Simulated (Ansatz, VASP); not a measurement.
# Ru: VASP beside Ansatz

```
CELL_PARAMETERS angstrom
2.25407 0.00000 0.00000
0.00000 2.25407 0.00000
0.00000 0.00000 2.25407
ATOMIC_POSITIONS crystal
Ru 0.00000 0.00000 0.00000
```

Change from the starting cell: volume scaled by 0.75, LAPW.

Alike in both runs: task single point; functional PBEsol; k mesh 15 × 15 × 15; occupations fermi-dirac, width 0.1 eV; no spin polarisation.

|  | VASP | Ansatz |
| --- | --- | --- |
| version | VASP 6.6.1 | Ansatz 0.2.0 |
| potentials or method | VASP PAW PBE potentials, release 64 (Ru_pv), cutoff 520 eV | all-electron LAPW, scalar-relativistic |

Ansatz gave:

* pressure (GPa): 138.0

**Question.** Estimate VASP's values.

**Answer.** Pressure (GPa): 140.1.

Ansatz ran all-electron here, so the differences hold the error of VASP's frozen core and of both bases.

Caveats: the cell as given lies far from equilibrium; so large a pressure means that the cell lies far from this level's equilibrium, or that cutoff or potentials fall short (VASP); the potentials were made for another functional, which shifts forces and pressure (VASP).
